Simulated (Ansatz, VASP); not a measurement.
**Cross-check of WS2 between VASP and Ansatz**

One calculation is typed for both programs; each brings its own data sets. How far apart do they land? Of the first pair: The structure shown is the start of the Ansatz relaxation below; VASP solves that cell, so the two are compared at the walk's first step.

Main program and level: Ansatz 0.2.0; plane waves, with VASP 6.6.1 beside it; single point at RPBE with D3(BJ).

**1. Starting point**

The cell holds 6 atoms: 4 S and 2 W. Its edges and angles: a = 3.153 Å, b = 3.153 Å, c = 25.304 Å, α = 90.0°, β = 90.0°, γ = 120.0°. It derives from WS2. Vacuum lies along c.

**2. Ansatz: relaxation, RPBE with D3(BJ)**

Ansatz runs on its default PAW (the set named soft_2) files.

The two programs are compared at the cell with which this relaxation starts, whose forces are those of its first step.

input.yaml

```yaml
crystal:
  lattice:
    - [3.1532, 0.0, 0.0]
    - [-1.5766, 2.730751303, 0.0]
    - [0.0, 0.0, 25.303865]
  atoms:
    - { symbol: S, position: [0.333333333, 0.666666667, 0.683842765] }
    - { symbol: W, position: [0.666666667, 0.333333333, 0.621750175] }
    - { symbol: S, position: [0.333333333, 0.666666667, 0.559657586] }
    - { symbol: S, position: [0.666666667, 0.333333333, 0.440342414] }
    - { symbol: W, position: [0.333333333, 0.666666667, 0.378249825] }
    - { symbol: S, position: [0.666666667, 0.333333333, 0.316157235] }
kpoints:
  mp_grid: { grid: [12, 12, 1] }
scf:
  occupations: { method: fermi_dirac, width: 0.02 }
  n_extra_bands: 8
hamiltonian:
  xc: rpbe
  pseudopotentials: { kind: paw }
  dispersion: d3bj
output:
  forces: true
  write_potential: true
  volumetric_format: []
relax:
  f_tol: 0.01
  max_steps: 40
  cell: { fix: [c, alpha, beta] }
```

Launch:

```bash
> ansatz run input.yaml --threads 4 --pin off --max-ram 8192MiB --backend cpu --events-out ev --progress --plain --runs-dir out
```

Numbers of over 12 decimals in the logs are rounded to 6 here.

The program printed:

```text
scf.n_extra_bands = 8 over 26 filled bands (N_el = 52.0): the run solves 34 bands
Engine: ansatz 0.2.0, x86_64-unknown-linux-gnu
Pseudopotentials: kind: paw
Pseudopotential: S, paw, valence charge 6, recommended cutoff 420 eV (normal), S.paw.azcp
Pseudopotential: W, paw, valence charge 14, recommended cutoff 420 eV (normal), W.paw.azcp
Functional definition: RPBE
  parameter kappa = 0.804
  parameter beta = 0.066725
  exchange = rpbe_x(kappa = kappa, mu = beta*pi^2/3)
  correlation = pbe_c(beta = beta)
Crystal: 6 atoms, lattice volume = 217.882 Å³
Basis set: ecut = 420 eV, 4213 PW (Γ), exchange–correlation on 48×48×360 points (8 copies of the dense FFT grid, shifted against one another)
Bands: 34, of which v1, the nominal top of the filled ones, is band 26 counted from 1 (25 counted from 0)
Symmetry: 12 space group operations
Space group: P-3m1 (ITA 164), of the structure as read, at distance tolerance 6.0e-5 Å
k-points: 19 of 144
Non-local potential: S, projectors of the file, l = 0: 2, l = 1: 2, l = 2: 2
Non-local potential: W, projectors of the file, l = 0: 3, l = 1: 2, l = 2: 2, l = 3: 1
PAW form: soft (Blöchl's): semilocal exchange-correlation on the pseudo side does not see the compensation charge
PAW frozen core: S, regenerated for the run's functional, and the local potential with it (the file was generated under x = pbe(κ = 0.804, μ = 0.219515), c = pbe(β = 0.066725))
PAW frozen core: W, regenerated for the run's functional, and the local potential with it (the file was generated under x = pbe(κ = 0.804, μ = 0.219515), c = pbe(β = 0.066725))
PAW one-centre angular grid: S, 110 points (default); XC on 64 Gauss nodes
PAW one-centre angular grid: W, 590 points (default); XC on 64 Gauss nodes
Initial density: superposition of atomic densities (neutral atoms: chi_scale 0, normalization atom), corrected by the library's trained network
Initial wavefunctions: pseudopotential atomic-orbital guess
Functional: x = rpbe, c = pbe(β = 0.066725)
SCF iter   1: F=—  HF=-24434.150133 eV  |F-HF|=—  |Δ(HF+E_count)|=         —  Δρ=4.12e-3  dr2=5.07e-2  ethr=1.77e-3  ⟨swp⟩=9.8  Hψ=3644  notcnv=0
preconditioner: auto → none  [insulator: Δε(μ)=1.439 eV  Ē_g=8.841 eV  σ=0.020 eV  W_gap=1.00  n_scr=16 (ndim 8)  ℏωp=15.1 eV  f_vac=0.502  D(μ)=0.00/eV (n_scr^D=0)  ε∞_Penn≈3.9]
SCF iter   2: F=—  HF=-24434.202517 eV  |F-HF|=—  |Δ(HF+E_count)|=   5.24e-2  Δρ=4.97e-3  dr2=4.65e-1  ethr=9.75e-5  ⟨swp⟩=4.6  Hψ=1733  notcnv=0  defer=47
SCF iter   3: F=—  HF=-24434.161411 eV  |F-HF|=—  |Δ(HF+E_count)|=   4.11e-2  Δρ=2.18e-3  dr2=5.40e-2  ethr=9.75e-5  ⟨swp⟩=4.5  Hψ=1442  notcnv=0  defer=45
SCF iter   4: F=—  HF=-24434.158958 eV  |F-HF|=—  |Δ(HF+E_count)|=   2.45e-3  Δρ=1.50e-3  dr2=6.29e-3  ethr=9.75e-5  ⟨swp⟩=2.7  Hψ=927  notcnv=0  defer=45
SCF iter   5: F=—  HF=-24434.160864 eV  |F-HF|=—  |Δ(HF+E_count)|=   1.91e-3  Δρ=5.05e-4  dr2=1.88e-4  ethr=1.21e-5  ⟨swp⟩=2.1  Hψ=927  notcnv=0  defer=45
SCF iter   6: F=—  HF=-24434.161317 eV  |F-HF|=—  |Δ(HF+E_count)|=   4.53e-4  Δρ=1.19e-4  dr2=1.41e-5  ethr=3.62e-7  ⟨swp⟩=2.9  Hψ=1307  notcnv=0  defer=45
SCF iter   7: F=—  HF=-24434.161308 eV  |F-HF|=—  |Δ(HF+E_count)|=   9.54e-6  Δρ=1.22e-5  dr2=3.91e-7  ethr=2.70e-8  ⟨swp⟩=2.3  Hψ=1035  notcnv=0  defer=45
SCF iter   8: F=-24434.161309 eV  HF=-24434.161308 eV  |F-HF|=1.74e-7  |Δ(HF+E_count)|=   7.77e-7  Δρ=3.58e-6  dr2=1.53e-8  ethr=1.92e-10  ⟨swp⟩=12.1  Hψ=5252  notcnv=0
SCF 1 converged in 8 iterations: F = -24434.161309 eV  dr2 = 1.53e-8
  greatest PAW one-centre occupation: 0.999 electrons in one spin orbital (limit 2), on the W atom at site 4 (counted from 0), in its partial waves of l = 0
relax step   1: F+E_penalty+E_count = -24434.16130854 eV  Δ(F+E_penalty+E_count) = +0.000e0 eV  max|allowed force component| = 4.668e-1 eV/Å  Δτ_max = 0.0000 Å  P = -5.843 GPa  Ω = 217.882 Å³  fix = [c, alpha, beta]  reactions: c -2.935 GPa  (8 SCF iters, dr2 threshold 1.00e-7 eV, accepted)
[...]
relax step   6: F+E_penalty+E_count = -24434.72468899 eV  Δ(F+E_penalty+E_count) = -2.323e-3 eV  max|allowed force component| = 2.372e-2 eV/Å  Δτ_max = 0.0088 Å  P = +0.015 GPa  Ω = 199.062 Å³  energy of the carried Pulay correction = +2.010e-3 eV  fix = [c, alpha, beta]  reactions: c +0.049 GPa  (6 SCF iters, dr2 threshold 6.00e-7 eV, accepted)
[...]
relax step   7: F+E_penalty+E_count = -24434.72475845 eV  Δ(F+E_penalty+E_count) = -6.945e-5 eV  max|allowed force component| = 5.231e-4 eV/Å  Δτ_max = 0.0030 Å  P = -0.001 GPa  Ω = 198.966 Å³  energy of the carried Pulay correction = +2.021e-3 eV  fix = [c, alpha, beta]  reactions: c -0.015 GPa  (6 SCF iters, dr2 threshold 3.52e-8 eV, accepted)
[...]
relax step   8: F+E_penalty+E_count = -24434.72294315 eV  Δ(F+E_penalty+E_count) = +1.815e-3 eV  max|allowed force component| = 2.063e-4 eV/Å  Δτ_max = 0.0000 Å  P = -0.003 GPa  Ω = 198.966 Å³  fix = [c, alpha, beta]  reactions: c -0.013 GPa  stress off target by 2.21e-3 GPa on what of the cell is left free  SCF on the basis re-selected at this cell (its energy is not comparable with the rows above)  (8 SCF iters)
basis re-selected at this cell: Δ(F+E_penalty+E_count) = +1.815e-3 eV, ΔP = -0.002 GPa vs the last step (what re-selecting the basis moved, of the pressure what is left beyond the Pulay correction that the steps carried, after the strain that the cell walked since its last selection, with what the two solves' SCF thresholds leave and, on support functions, any second-order correction that the steps lacked; it is no m [...]
SCF converged after 8 iterations
Free energy (F): -24434.722943 eV
Harris-Foulkes:  -24434.722943 eV  (|F-HF|=2.18e-11)
Internal energy: -24434.722943 eV  (E = F + TS)
E sigma→0 (E₀):  -24434.722943 eV
Fermi energy:    4.503024 eV
--- Per-component energies (eV) ---
  E_band       = -777.245696
  E_kinetic    = 1350.252919
  E_local      = -47151.500054  (includes V_loc(G=0)·N_el)
  E_nonlocal   = 112.266391
  E_hartree    = 23009.151804
  E_xc         = -932.180375
  E_vxc        = -838.403535  (∫ρ·V_xc dr)
  E_paw        = -19564.870117  (= ΣΔE_a)
  E_vpaw       = -268.165030  (= ΣTr[D̂ρ^β])
  E_aug_tail   = -0.000124  (compensation charges beyond the density's cutoff)
  E_ewald      = 18756.352428
  E_disp       = -14.014395  (pairwise vdW)
  E_core_change = -0.181421  (= ΣΔE_core)
  E_smearing   = -0.000000  (= −TS)
  E_closure    = -0.000000  (closes the sum)
  Σ components = -24434.722943   (vs F -24434.722943, Δ=0.00e0)
--- Forces (eV/Å), atoms counted from 1 ---
  atom   1  S     -0.00000000     0.00000000    -0.00020626
  atom   2  W      0.00000000    -0.00000000     0.00012763
  atom   3  S     -0.00000000     0.00000000    -0.00009353
  atom   4  S     -0.00000000    -0.00000000     0.00009353
  atom   5  W      0.00000000     0.00000000    -0.00012763
  atom   6  S      0.00000000    -0.00000000     0.00020626
  max |Σ_I F_I| component: 1.16e-18 eV/Å
--- Stress (GPa, compression-positive) ---
        0.002211       0.000000      -0.000000
        0.000000       0.002211       0.000000
       -0.000000       0.000000      -0.013057
  P = ⅓ Tr σ = -0.0029 GPa (-0.029 kbar)
--- Band table (eV; the first three rows and the last of 19) ---
  k-point 0: bands = [... 22 lower, 2.2341, 2.2341, 2.5203, 4.0977, 6.5321, 6.5321, 6.7587, 6.7587, ... 4 higher]
  k-point 1: bands = [... 22 lower, 2.1426, 2.2331, 2.5601, 3.8172, 6.4223, 6.4248, 6.5241, 6.6587, ... 4 higher]
  k-point 2: bands = [... 22 lower, 1.8328, 2.1288, 2.5282, 3.0385, 5.7700, 6.1218, 6.1641, 6.5835, ... 4 higher]
  k-point 18: bands = [... 22 lower, 0.8880, 0.8880, 3.2133, 3.5427, 5.7983, 6.0482, 6.0482, 7.0479, ... 4 higher]
--- Relaxed structure (7 steps of the walk, 6 accepted, 1 SCFs on fresh bases) ---
  F+E_penalty+E_count = -24434.72294315 eV   max|allowed force component| = 2.063e-4 eV/Å   (the final SCF, on the basis selected at the relaxed cell)
  cell:  # Å, volume = 198.9658 Å³
    - [3.013218, 0.0, 0]
    - [-1.506609, 2.609523, 0]
    - [0, 0, 25.303865]
  atoms:
    - { symbol: S, position: [0.333333, 0.666667, 0.674155] }
    - { symbol: W, position: [0.666667, 0.333333, 0.610894] }
    - { symbol: S, position: [0.333333, 0.666667, 0.547668] }
    - { symbol: S, position: [0.666667, 0.333333, 0.452332] }
    - { symbol: W, position: [0.333333, 0.666667, 0.389106] }
    - { symbol: S, position: [0.666667, 0.333333, 0.325845] }
```

In the SCF lines HF is the Harris–Foulkes energy and dr2 the Hartree energy of the density residual, in eV; the loop may stop once dr2 is under the threshold and the program's other checks hold. Hψ counts applications of the Hamiltonian.

**3. VASP: single point, RPBE with D3(BJ), start cell, pair 1**

The same cell, functional, mesh and smearing now go to VASP, with its own data sets.

Lines of VASP's logs that name or quote its potential files are left out, and so is its time.

INCAR

```
SYSTEM = WS2
PREC = Accurate
ENCUT = 520
EDIFF = 1E-06
NELM = 120
ISMEAR = -1
SIGMA = 0.02
LREAL = .FALSE.
ALGO = Normal
GGA = RP
IVDW = 12
NBANDS = 24
LASPH = .TRUE.
LORBIT = 11
LWAVE = .FALSE.
LCHARG = .FALSE.
ISIF = 2
GGA_COMPAT = .FALSE.
EFERMI = MIDGAP
KPAR = 2
```

POSCAR

```
WS2
1.0
    3.1532000000      0.0000000000      0.0000000000
   -1.5766000000      2.7307510000      0.0000000000
    0.0000000000      0.0000000000     25.3038650000
S W
4 2
Direct
    0.3333333944      0.6666667887      0.6838427647
    0.3333333944      0.6666667887      0.5596575859
    0.6666666056      0.3333332113      0.4403424141
    0.6666666056      0.3333332113      0.3161572353
    0.6666666056      0.3333332113      0.6217501556
    0.3333333944      0.6666667887      0.3782498444
```

KPOINTS

```
Automatic mesh
0
Gamma
12 12 1
0 0 0
```

Potentials, in the order of the species: S and W (PBE family, release 64).

Launch:

```bash
> mpirun -np 2 vasp_std
```

The program printed:

```text
[banner, memory and clock lines left out]
running    2 mpi-ranks, on    1 nodes
 distrk:  each k-point on    1 cores,    2 groups
 distr:  one band on    1 cores,    1 groups

 POSCAR found type information on POSCAR S W
 POSCAR found :  2 types and       6 ions
|                                                                             |
|               ----> ADVICE to this user running VASP <----                  |
|                                                                             |
|     You enforced a specific xc type in the INCAR file but a different       |
|     [... a line on the potential file left out ...]
|     I HOPE YOU KNOW WHAT YOU ARE DOING!                                     |
|                                                                             |

 LDA part: xc-table for (Slater+PW92), standard interpolation
 POSCAR, INCAR and KPOINTS ok, starting setup
 FFT: planning ... GRIDC
 FFT: planning ... GRID_SOFT
 FFT: planning ... GRID
 WAVECAR not read
 entering main loop
       N       E                     dE             d eps       ncg     rms          rms(c)
DAV:   1     0.255484599193E+03    0.25548E+03   -0.14264E+04   912   0.121E+03
DAV:   2    -0.209738896455E+02   -0.27646E+03   -0.26868E+03  1352   0.255E+02
DAV:   3    -0.469335102820E+02   -0.25960E+02   -0.25748E+02  1192   0.828E+01
DAV:   4    -0.476188777923E+02   -0.68537E+00   -0.68278E+00  1272   0.154E+01
DAV:   5    -0.476405028802E+02   -0.21625E-01   -0.21607E-01  1256   0.260E+00    0.394E+01
DAV:   6    -0.452690802859E+02    0.23714E+01   -0.10955E+01  1328   0.164E+01    0.184E+01
DAV:   7    -0.450031698051E+02    0.26591E+00   -0.34451E+00  1232   0.107E+01    0.862E+00
DAV:   8    -0.448794930885E+02    0.12368E+00   -0.46990E-01  1288   0.431E+00    0.130E+00
DAV:   9    -0.448740761271E+02    0.54170E-02   -0.72093E-02  1272   0.147E+00    0.551E-01
DAV:  10    -0.448714116516E+02    0.26645E-02   -0.16804E-02  1304   0.759E-01    0.424E-01
DAV:  11    -0.448707700393E+02    0.64161E-03   -0.29337E-03  1248   0.332E-01    0.113E-01
DAV:  12    -0.448704268344E+02    0.34320E-03   -0.86604E-04  1264   0.170E-01    0.872E-02
DAV:  13    -0.448703662778E+02    0.60557E-04   -0.73547E-05  1248   0.484E-02    0.471E-02
DAV:  14    -0.448704667190E+02   -0.10044E-03   -0.19128E-04  1032   0.647E-02    0.383E-02
[...]
DAV:  18    -0.448705784259E+02   -0.62669E-04   -0.46274E-05  1040   0.186E-02    0.162E-02
DAV:  19    -0.448705847680E+02   -0.63422E-05   -0.70781E-07   856   0.319E-03    0.128E-02
DAV:  20    -0.448706067634E+02   -0.21995E-04   -0.29853E-06   856   0.757E-03    0.599E-03
DAV:  21    -0.448706136356E+02   -0.68722E-05   -0.51127E-07   752   0.374E-03    0.850E-03
DAV:  22    -0.448706188444E+02   -0.52088E-05   -0.14054E-07   656   0.185E-03    0.721E-03
DAV:  23    -0.448706287155E+02   -0.98711E-05   -0.76050E-07   792   0.317E-03    0.443E-03
DAV:  24    -0.448706302181E+02   -0.15027E-05   -0.10237E-07   672   0.186E-03    0.353E-03
DAV:  25    -0.448706306926E+02   -0.47452E-06   -0.27196E-08   536   0.868E-04
   1 F= -.57117823E+02 E0= -.57117823E+02  d E =-.582602E-17
```

OUTCAR, selected parts (step 3):

```text
ion  position               nearest neighbor table
   1  0.333  0.667  0.684-   5 2.40   5 2.40   5 2.40
   2  0.333  0.667  0.560-   5 2.40   5 2.40   5 2.40
   3  0.667  0.333  0.440-   6 2.40   6 2.40   6 2.40
   4  0.667  0.333  0.316-   6 2.40   6 2.40   6 2.40
   5  0.667  0.333  0.622-   2 2.40   1 2.40   2 2.40   2 2.40   1 2.40   1 2.40
   6  0.333  0.667  0.378-   3 2.40   4 2.40   3 2.40   3 2.40   4 2.40   4 2.40

  LATTYP: Found a hexagonal cell.
 ALAT       =     3.1532000000
 C/A-ratio  =     8.0248208169

 Subroutine GETGRP returns: Found 12 space group operations
 (whereof 12 operations were pure point group operations)

The static configuration has the point symmetry D_3d.

 Found     19 irreducible k-points:

   k-points           NKPTS =     19   k-points in BZ     NKDIM =     19   number of bands    NBANDS=     24

   dimension x,y,z NGX =    24 NGY =   24 NGZ =  192
   dimension x,y,z NGXF=    48 NGYF=   48 NGZF=  384

   ENCUT  =  520.0 eV  38.22 Ry    6.18 a.u.   5.86  5.86 47.05*2*pi/ulx,y,z

   NELECT =      36.0000    total number of electrons

 k-points in reciprocal lattice and weights: Automatic mesh
   0.00000000  0.00000000  0.00000000       0.007
   0.08333333  0.00000000  0.00000000       0.042
   0.16666667  0.00000000  0.00000000       0.042
   0.25000000  0.00000000  0.00000000       0.042
   0.33333333  0.00000000  0.00000000       0.042
   0.41666667  0.00000000  0.00000000       0.042
   0.50000000  0.00000000  0.00000000       0.021
   0.08333333  0.08333333  0.00000000       0.042
   0.16666667  0.08333333  0.00000000       0.083
[...]
0.33333333  0.25000000  0.00000000       0.083
   0.33333333  0.33333333  0.00000000       0.014

 average (electrostatic) potential at core
       1 -91.5844       2 -91.5961       3 -91.5961       4 -91.5844       5 -45.8075
       6 -45.8075

 E-fermi :   1.0842

 k-point     1 :       0.0000    0.0000    0.0000
  band No.  band energies     occupation
    ...
     14      -1.5915      2.00000
     15      -1.5649      2.00000
     16      -1.5649      2.00000
     17      -0.3237      2.00000
     18       0.3456      2.00000
     19       2.9373      0.00000
     20       2.9373      0.00000
     21       2.9530      0.00000
     22       2.9531      0.00000
     23       3.0499      0.00000
    ...

 k-point     2 :       0.0833    0.0000    0.0000
  band No.  band energies     occupation
    ...
     14      -1.7499      2.00000
     15      -1.5174      2.00000
     16      -1.2274      2.00000
     17      -0.3459      2.00000
     18       0.1940      2.00000
     19       2.8089      0.00000
     20       2.8435      0.00000
     21       2.8534      0.00000
     22       2.9090      0.00000
     23       2.9221      0.00000
    ...

 k-point     3 :       0.1667    0.0000    0.0000
  band No.  band energies     occupation
    ...
     14      -2.1806      2.00000
     15      -1.6001      2.00000
     16      -1.2261      2.00000
     17      -0.5125      2.00000
     18      -0.2871      2.00000
     19       2.2974      0.00000
     20       2.5768      0.00000
     21       2.6928      0.00000
     22       2.8115      0.00000
     23       2.8513      0.00000
    ...

 Edisp (eV)  -12.24719

  Total     -10.51110   -10.51110    -4.50592     0.00000    -0.00000     0.00000
  in kB     -77.29269   -77.29267   -33.13395     0.00000    -0.00000     0.00000
  external pressure =      -62.57 kB  Pullay stress =        0.00 kB

  energy-cutoff  :      520.00
  volume of cell :      217.88
      direct lattice vectors                 reciprocal lattice vectors
     3.153200000  0.000000000  0.000000000     0.317138145  0.183099814  0.000000000
    -1.576600000  2.730751000  0.000000000     0.000000000  0.366199628  0.000000000
     0.000000000  0.000000000 25.303865000     0.000000000  0.000000000  0.039519654

 POSITION                                       TOTAL-FORCE (eV/Angst)
 -----------------------------------------------------------------------------------
      0.00000      1.82050     17.30386        -0.000000      0.000000     -0.539600
      0.00000      1.82050     14.16150         0.000000      0.000000      0.362738
      1.57660      0.91025     11.14237         0.000000     -0.000000     -0.362738
      1.57660      0.91025      8.00000         0.000000     -0.000000      0.539600
      1.57660      0.91025     15.73268        -0.000000      0.000000     -0.082665
      0.00000      1.82050      9.57118         0.000000      0.000000      0.082665
 -----------------------------------------------------------------------------------
    total drift:                                0.000000     -0.000000      0.000000

  FREE ENERGIE OF THE ION-ELECTRON SYSTEM (eV)
  ---------------------------------------------------
  free  energy   TOTEN  =       -57.1178230767 eV

  energy  without entropy=      -57.1178230767  energy(sigma->0) =      -57.11782308

 total charge
# of ion       s       p       d       tot
------------------------------------------
    1        1.362   2.375   0.000   3.737
    2        1.364   2.376   0.000   3.740
    3        1.364   2.376   0.000   3.740
    4        1.362   2.375   0.000   3.737
    5        0.574   0.727   4.238   5.539
    6        0.574   0.727   4.238   5.539
--------------------------------------------------
tot          6.600  10.957   8.477  26.034

[... 3 further parts left out ...]
```

**4. Differences**

Known differences besides the potentials themselves: the data sets hold 52 valence electrons in Ansatz (on its default PAW (the set named soft_2) files) and 36 in VASP; the cutoff is 420 eV in Ansatz and 520 eV in VASP; Ansatz makes its cores anew for this functional, VASP keeps those of its PBE data sets. Total energies have different zeros and are not compared.

Forces (eV/Å; atoms numbered as in POSCAR):

| atom | Ansatz x, y, z | VASP x, y, z |
| --- | --- | --- |
| S1 | 0.000, 0.000, -0.467 | 0.000, 0.000, -0.540 |
| S2 | 0.000, 0.000, 0.292 | 0.000, 0.000, 0.363 |
| S3 | 0.000, 0.000, -0.292 | 0.000, 0.000, -0.363 |
| S4 | 0.000, 0.000, 0.467 | 0.000, 0.000, 0.540 |
| W5 | 0.000, 0.000, -0.083 | 0.000, 0.000, -0.083 |
| W6 | 0.000, 0.000, 0.083 | 0.000, 0.000, 0.083 |

The forces differ by 34 meV/Å r.m.s., which is 15.5 % of the r.m.s. force of 0.218 eV/Å (both taken over all components). With vacuum in the cell, a pressure given here is an average over mostly empty space and none of the material.

[end of part 1 of 2]

[Lines on the potential files, build, host, timing and source positions are cut from VASP's logs without a mark.]

[Logs are printed without paths, hosts, clocks, repeated set-up lines and the standing remarks that a program may print on its own settings, such as how far it seeks lower states.]

[Hosts, paths, dates, database ids (printed as entryN), source tags and the programs' standing remarks are cut or masked in the printed files.]
